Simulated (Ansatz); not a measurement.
# CdS: the cost of one run

Computed with Ansatz 0.2.0 (DFT PBEsol, scalar-relativistic, unless a step's input says otherwise).

## 1. The system as given

The structure is cubic, space group F-43m (No. 216). The conventional cell has a = 5.886 Å, b = 5.886 Å, c = 5.886 Å, α = 90.00°, β = 90.00°, γ = 90.00°. Cd (site symmetry -43m) is surrounded by 4 S at 2.55 Å. S (site symmetry -43m) has 4 Cd at 2.55 Å as nearest neighbours.

As a file:

```
Cd S
1.0
     0.00000    2.94295    2.94295
     2.94295    0.00000    2.94295
     2.94295    2.94295    0.00000
Cd S
1 1
Direct
  0.00000 0.00000 0.00000
  0.75000 0.75000 0.75000
```

Atoms are numbered in the order of the input: Cd1, S2.

## 2. The deformed structure

Space group F-43m before, I-4m2 after.

## 3. All-electron LAPW

File input.yaml:

```yaml
crystal:
  lattice:
    - [0.0, 2.8840943956, 2.9429534649]
    - [2.8840943956, 0.0, 2.9429534649]
    - [2.8840943956, 2.8840943956, 0.0]
  atoms:
    - { symbol: Cd, position: [0.0, 0.0, 0.0] }
    - { symbol: S, position: [0.75, 0.75, 0.75] }
kpoints:
  mp_grid: { grid: [7, 7, 7] }
  band_path:
    path:
      - [0.0, 0.0, 0.0]
      - [0.5, 0.0, 0.5]
      - [0.75, 0.25, 0.5]
      - [0.5, 0.5, 0.5]
      - [0.0, 0.0, 0.0]
      - [0.5, 0.5, 0.0]
      - [0.62995, 0.62995, 0.2599]
      - [0.37005, 0.37005, 0.7401]
      - [0.0, 0.0, 0.0]
    npoints: 5
scf:
  occupations: { method: fermi_dirac, width: 0.02 }
hamiltonian:
  xc: pbesol
  pseudopotentials: { kind: all_electron, lapw: { basis_error: 0.0005 } }
output:
  forces: true
  stress: true
  eigenvalues: true
```

Started as:

```sh
$ ansatz run input.yaml --threads 1 --pin off --max-ram 3072MiB --backend cpu --events-out ev --progress --plain --runs-dir out
```

Q: Estimate wall time and peak memory on 1 thread of Arm Neoverse V1, shared host.

About 20 s, with a peak of 0.31 GiB.
